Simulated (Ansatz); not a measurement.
**Al3Ru2: how settings move the results**

The task here is to estimate one member of a computed series from the others.

Method: DFT PBEsol, scalar-relativistic, plane waves, PAW, in Ansatz 0.2.0.

2 further runs of the same task are left out: 1 that didn't finish, 1 set aside as unsound or not needed. Runs told in other sessions of the task aren't counted.

## The starting structure

The structure is tetragonal, space group I4/mmm (No. 139). Conventional cell: a = 3.078 Å, b = 3.078 Å, c = 14.286 Å, α = 90.00°, β = 90.00°, γ = 90.00°. Al (site symmetry 4/mmm) has 8 Ru at 2.65 Å and 2 Al at 2.77 Å in its first shell of neighbours. Al (site symmetry 4mm) is surrounded by 5 Ru at 2.51 to 2.86 Å and 5 Al at 2.70 to 2.77 Å. Ru (site symmetry 4mm) is surrounded by 9 Al at 2.51 to 2.86 Å.

As a file:

```cif
data_structure
_symmetry_space_group_name_H-M 'I4/mmm'
_symmetry_Int_Tables_number 139
_cell_length_a 3.0778
_cell_length_b 3.0778
_cell_length_c 14.2862
_cell_angle_alpha 90.000
_cell_angle_beta 90.000
_cell_angle_gamma 90.000
_cell_volume 135.33
loop_
_atom_site_label
_atom_site_type_symbol
_atom_site_symmetry_multiplicity
_atom_site_Wyckoff_symbol
_atom_site_fract_x
_atom_site_fract_y
_atom_site_fract_z
_atom_site_occupancy
Al1 Al 2 a 0.00000 0.00000 0.00000 1
Al2 Al 4 e 0.50000 0.50000 0.30618 1
Ru1 Ru 4 e 0.50000 0.50000 0.10587 1
```

Source of the structure: the Materials Project (structure only). It is taken as it stands there.

## The base run, which the others are set against

Contents of input.yaml:

```yaml
crystal:
  lattice:
    - [-1.538900875, 1.538900875, 7.14310203]
    - [1.538900875, -1.538900875, 7.14310203]
    - [1.538900875, 1.538900875, -7.14310203]
  atoms:
    - { symbol: Al, position: [0.0, 0.0, 0.0] }
    - { symbol: Al, position: [0.80618462, 0.80618462, 0.0] }
    - { symbol: Al, position: [0.19381538, 0.19381538, 0.0] }
    - { symbol: Ru, position: [0.60586857, 0.60586857, 0.0] }
    - { symbol: Ru, position: [0.39413143, 0.39413143, 0.0] }
basis:
  ecutwfc: 420
kpoints:
  mp_grid: { grid: [16, 16, 16] }
hamiltonian:
  xc: pbesol
scf:
  occupations: { method: gaussian, width: 0.1 }
output:
  forces: true
  stress: true
  eigenvalues: true
  populations: true
```

It was run beforehand and gave: -2642.0028 eV/atom at zero smearing, pressure -1.03 GPa, largest force 0.032 eV/Å, no gap on the mesh, in 6 SCF cycles and 70 s.

Set-up of the first run:

Contents of input.yaml:

```yaml
crystal:
  lattice:
    - [-1.538900875, 1.538900875, 7.14310203]
    - [1.538900875, -1.538900875, 7.14310203]
    - [1.538900875, 1.538900875, -7.14310203]
  atoms:
    - { symbol: Al, position: [0.0, 0.0, 0.0] }
    - { symbol: Al, position: [0.80618462, 0.80618462, 0.0] }
    - { symbol: Al, position: [0.19381538, 0.19381538, 0.0] }
    - { symbol: Ru, position: [0.60586857, 0.60586857, 0.0] }
    - { symbol: Ru, position: [0.39413143, 0.39413143, 0.0] }
basis:
  ecutwfc: 250
kpoints:
  mp_grid: { grid: [16, 16, 16] }
hamiltonian:
  xc: pbesol
scf:
  occupations: { method: gaussian, width: 0.1 }
output:
  forces: true
  stress: true
  eigenvalues: true
relax:
  adjacent_minimum: "off"
  f_tol: 0.01
  max_steps: 60
  cell: { stress_tol: 0.05 }
```

Launch:

```console
$ ansatz run input.yaml --threads 1 --pin off --max-ram 2560MiB --backend cpu --events-out ev --progress --plain --runs-dir out
```

Among the steps run: Relaxation, cutoff: 250 eV; Relaxation, cutoff: 350 eV; Relaxation, cutoff: 650 eV.

One of the session's tables, all rows but one given; the rest of the session is left out.

It belongs to the step «What the cutoff of a full relaxation changes». 

```
cutoff   c (Å)
   250  14.346
   350       ?
   420  14.252
   650  14.252
```

**Question.** Estimate the row for cutoff = 350.

Worked estimate for «c (Å)». A straight line through the neighbours (250, 14.346) and (420, 14.252) gives 14.346 + (14.252 − 14.346) × (350 − 250) / (420 − 250) = 14.291; a parabola fitted to 3 rows on both sides gives 14.281.

The run gave: c (Å): 14.251. In «c (Å)» the line misses by +0.040 and the parabola by +0.030. Between these rows the values bend or scatter more than so simple an estimate can follow.

Caveats from the session: The settings are coarse, so take the values as rough. Warnings in the runs' records: cutoff below recommended.
